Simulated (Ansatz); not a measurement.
Cu under changes of volume

One of the cells (12.234 Å³/atom); the others are scaled copies at fixed shape and fractional positions:

```
Cu
1.0
     1.22653   -4.00271    0.00000
     1.22653    4.00271    0.00000
     0.00000    0.00000    2.49189
Cu
2
Direct
  0.86613 0.13387 0.75000
  0.13387 0.86613 0.25000
```

This isn't the form of Cu at room conditions, which is fcc.

```yaml
Program: Ansatz 0.2.0
Functional: PBE0
Potentials_or_basis: Ansatz PAW
Cutoff: "420 eV (not typed: the program's choice for these potentials)"
k_mesh: 6 × 6 × 6
Occupations: fermi-dirac, width 0.05 eV
Spin: no spin polarisation
```

| volume (Å³/atom) | energy over the lowest point (meV/atom) | pressure (GPa) | largest force (eV/Å) |
| --- | --- | --- | --- |
| 11.274 | 58.74 | 16.5 | 0.142 |
| 11.514 | 36.99 | 12.6 | 0.113 |
| 11.994 | ? | ? | ? |
| 12.234 | 3.00 | 3.2 | 0.030 |
| 12.474 | 0.00 | 0.7 | 0.010 |
| 12.714 | 0.57 | -1.5 | 0.009 |

What does the run at 11.994 Å³/atom give?

Energy over the lowest point 9.71 meV/atom; pressure 5.9 GPa; largest force 0.061 eV/Å.

Worked out: A Birch-Murnaghan fit of order 3 (a polynomial in V^(-2/3)) to the other rows has its minimum at 12.56 Å³/atom with B0 = V·E''(V) = 114 GPa and B' = 5.5 at fixed shape and positions, which overstates the stiffness. It gives 9.74 meV/atom at 11.994 Å³/atom, against the run's 9.71, and -dE/dV = 5.9 GPa, against 5.9.

Energies are extrapolated to zero smearing.

Caveats: all runs use coarse meshes; the PAW data sets come from PBE, with cores solved anew for the run's functional, which leaves a small shift of forces and pressure; the thresholds are loose for stress.
